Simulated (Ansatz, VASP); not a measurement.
## One calculation of B, two programs

File POSCAR:

```
B
1.0
    1.9334569882      0.0000000000      0.0000000000
    0.0000000000      1.9334569882      0.0000000000
    0.0000000000      0.0000000000      1.9334569882
B
1
Direct
    0.0000000000      0.0000000000      0.0000000000
```

INCAR.step1

```
SYSTEM = B
ALGO = Normal
EDIFF = 1E-4
ENCUT = 520
GGA = PE
ISMEAR = -1
LASPH = .TRUE.
LCHARG = .FALSE.
LREAL = .FALSE.
LWAVE = .TRUE.
NBANDS = 8
NELM = 100
PREC = Accurate
SIGMA = 0.1
```

INCAR.step2

```
SYSTEM = B
ALGO = Normal
EDIFF = 1E-6
ENCUT = 520
ISIF = 2
ISMEAR = -1
ISTART = 1
LASPH = .TRUE.
LCHARG = .FALSE.
LMIXTAU = .TRUE.
LREAL = .FALSE.
LWAVE = .FALSE.
METAGGA = R2SCAN
NBANDS = 8
NELM = 100
PREC = Accurate
SIGMA = 0.1
```

Contents of KPOINTS:

```
k-points
0
G
  19 19 19
  0 0 0
```

Input for Ansatz:

```yaml
crystal:
  lattice:
    - [1.9334569882, 0.0, 0.0]
    - [0.0, 1.9334569882, 0.0]
    - [0.0, 0.0, 1.9334569882]
  atoms:
    - { symbol: B, position: [0.0, 0.0, 0.0] }
hamiltonian:
  xc: r2scan
  pseudopotentials:
    kind: paw
    azcp:
      B: "pseudopotentials/B.paw.azcp"
basis:
  ecutwfc: 500
  fft_grid_basis: typed
kpoints:
  mp_grid: { grid: [19, 19, 19], shift: [0, 0, 0] }
magnetization:
  spin_polarized: false
scf:
  occupations: { method: fermi_dirac, width: 0.1 }
  lower_state_search: "off"
output:
  stress: true
```

Alike in both runs: task single point; functional r2SCAN; k mesh 19 × 19 × 19; occupations fermi-dirac, width 0.1 eV; no spin polarisation.

|  | VASP | Ansatz |
| --- | --- | --- |
| version | VASP 6.6.1 | Ansatz 0.2.0 |
| potentials or method | VASP PAW PBE potentials, release 64 (B) | plane waves (500 eV) with PAW, scalar-relativistic |
| plane-wave cutoff (eV) | 520 | 500 |
| valence electrons in the cell | 3 | 3 |

```tsv
	VASP	Ansatz	Ansatz less VASP
pressure (GPa)	-15.4	-15.3	+0.08
```

The functional is the same, so the differences come from potentials, cutoffs and numerics.

Caveats: so large a pressure means that the cell lies far from this level's equilibrium, or that cutoff or potentials fall short (VASP); the potentials were made for another functional, which shifts forces and pressure (VASP).
